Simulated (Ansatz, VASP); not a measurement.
Two plane-wave programs on Re

```
CELL_PARAMETERS angstrom
0.00000 1.93033 1.93033
1.93033 0.00000 1.93033
1.93033 1.93033 0.00000
ATOMIC_POSITIONS crystal
Re 0.00000 0.00000 0.00000
```

Alike in both runs: functional LDA; k mesh 18 × 18 × 18; occupations fermi-dirac, width 0.05 eV; no spin polarisation.

Ansatz relaxed the structure, and its values are those at the end. VASP's run is a single point on that final structure, the one shown.

```csv
,VASP,Ansatz
version,VASP 6.6.1,Ansatz 0.2.0
potentials or method,"VASP PAW LDA potentials, release 64 (Re)","PAW with Ansatz's default frozen-core files, scalar-relativistic"
plane-wave cutoff (eV),520,420
valence electrons in the cell,7,15
```

Ansatz gave:

```
pressure (GPa) : 0.0
```

Question: Estimate VASP's values.

Answer: Pressure (GPa): 1.4.

The two sets of potentials don't hold the same shells in valence.

Spin-orbit coupling is left out, which matters for the levels of Re.
